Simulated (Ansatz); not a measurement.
Crystal: Si.

```xyz
2
Lattice="0.0000 2.7219 2.7219 2.7219 0.0000 2.7219 2.7219 2.7219 0.0000" Properties=species:S:1:pos:R:3 pbc="T T T"
Si    2.7219    2.7219    2.7219
Si    4.0828    4.0828    4.0828
```

```yaml
Program: Ansatz 0.2.0
Task: single point
Functional: PBE
Potentials_or_basis: all-electron LAPW, scalar-relativistic
Cutoff: 218 eV (chosen from the basis error)
Basis_error_allowed: 0.001 eV/atom
k_mesh: 8 × 8 × 8
Occupations: fermi-dirac, width 0.05 eV
Spin: no spin polarisation
```

On this cell: pressure 1.3 GPa; largest force zero by symmetry; band gap on the k mesh 0.63 eV, indirect (least direct gap 2.56 eV).

The same run follows on a disturbed copy (atoms moved at random, drawn with an rms of 0.05 Å):

```
CELL_PARAMETERS angstrom
0.00000 2.72185 2.72185
2.72185 0.00000 2.72185
2.72185 2.72185 0.00000
ATOMIC_POSITIONS crystal
Si 0.50931 0.48936 0.50317
Si 0.74387 0.75191 0.74386
```

Question: What changes?

Answer: The energy moves by +15.6 meV/atom; pressure 1.5 GPa; largest force 0.904 eV/Å; band gap on the k mesh 0.23 eV, indirect (least direct gap 2.03 eV).

Forces in eV/Å, atoms in the order of the input:
```
Si   0.100 -0.895 -0.084
Si  -0.100  0.895  0.084
```

Stress tensor (GPa, compression positive):
```
 1.56  0.25  2.59
 0.25  1.28 -0.30
 2.59 -0.30  1.56
```

A k mesh can miss the band edges.
